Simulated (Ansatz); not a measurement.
NaF (Fdd2) at 4 levels of theory

One geometry, relaxed with PBE; plane waves with PAW potentials in Ansatz, scalar-relativistic. No spin polarisation. Gaps are the least over mesh and band path; pressure is positive in compression, and isn't given for hybrids.

```
Na F
1.0
     0.00000    3.17454    5.74238
     1.65019    0.00000    5.74238
     1.65019    3.17454    0.00000
Na F
2 2
Direct
  0.18351 0.18350 0.81649
  0.43351 0.43350 0.06649
  0.81650 0.81649 0.18350
  0.06650 0.06649 0.43350
```

| level | cutoff (eV) | k mesh | gap (eV) | pressure (GPa) |
| --- | --- | --- | --- | --- |
| PBE | 420 | 8×8×8 | 5.38 | 0.0 |

**Question.** What comes out on the same cell with r2SCAN, HSE06, LDA?

**Answer.**
```
 level  cutoff (eV)  k mesh  gap (eV)  pressure (GPa)
r2SCAN          500   8×8×8      6.12            -2.3
 HSE06          420   6×6×6      7.44               -
   LDA          420   8×8×8      5.08            -4.5
```

It was reached by relaxing an invented guess, and it needn't be the stable form of this composition.
